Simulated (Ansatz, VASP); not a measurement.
## Re: VASP beside Ansatz

INCAR

```
ALGO = Normal
EDIFF = 1E-7
EDIFFG = -0.005
ENCUT = 600
GGA = PE
IBRION = 2
ISIF = 3
ISMEAR = 0
IVDW = 12
LASPH = True
LCHARG = False
LREAL = False
LWAVE = False
NELM = 60
NSW = 70
PREC = Accurate
SIGMA = 0.1
```

File KPOINTS:

```
k-points
0
Gamma
  18 18 18
```

POSCAR

```
Re
1.0
    0.0000000000      1.9577236231      1.9577236231
    1.9577236231      0.0000000000      1.9577236231
    1.9577236231      1.9577236231      0.0000000000
Re
1
Direct
    0.0000000000      0.0000000000      0.0000000000
```

Input for Ansatz:

```yaml
crystal:
  lattice:
    - [0.0, 1.9577236231, 1.9577236231]
    - [1.9577236231, 0.0, 1.9577236231]
    - [1.9577236231, 1.9577236231, 0.0]
  atoms:
    - { symbol: Re, position: [0.0, 0.0, 0.0] }
basis:
  ecutwfc: 420
kpoints:
  mp_grid: { grid: [18, 18, 18] }
hamiltonian:
  xc: pbe
  dispersion: d3bj
scf:
  occupations: { method: gaussian, width: 0.1 }
output:
  forces: true
  stress: true
  eigenvalues: true
relax:
  adjacent_minimum: "off"
  f_tol: 0.005
  max_steps: 50
  cell: { stress_tol: 0.05 }
```

Alike in both runs: task relaxation of cell and atoms; functional PBE; dispersion D3(BJ); k mesh 18 × 18 × 18; occupations gaussian, width 0.1 eV; no spin polarisation.

|  | VASP | Ansatz |
| --- | --- | --- |
| version | VASP 6.6.1 | Ansatz 0.2.0 |
| potentials or method | VASP PAW PBE potentials, release 64 (Re) | scalar-relativistic, plane waves, PAW |
| plane-wave cutoff (eV) | 600 | 420 |
| valence electrons in the cell | 7 | 15 |

```csv
,VASP,Ansatz,Ansatz less VASP
"gap on the k mesh at the Fermi level, each at its own relaxed structure (eV)",none,none,-
relaxed volume (Å³/atom),14.71,14.72,+0.011
relaxed cell length with the largest relative difference (Å),2.750,2.751,+0.0007
energy change over the relaxation (meV/atom),-7,-6,+0.8
```

A gap of «none» marks a metal or a gap that the smearing closes. The two sets of potentials don't hold the same shells in valence.

Caveats: pairwise dispersion overbinds metals, which lowers pressure and volume. The runs have no spin-orbit coupling, so splittings on Re are missing.
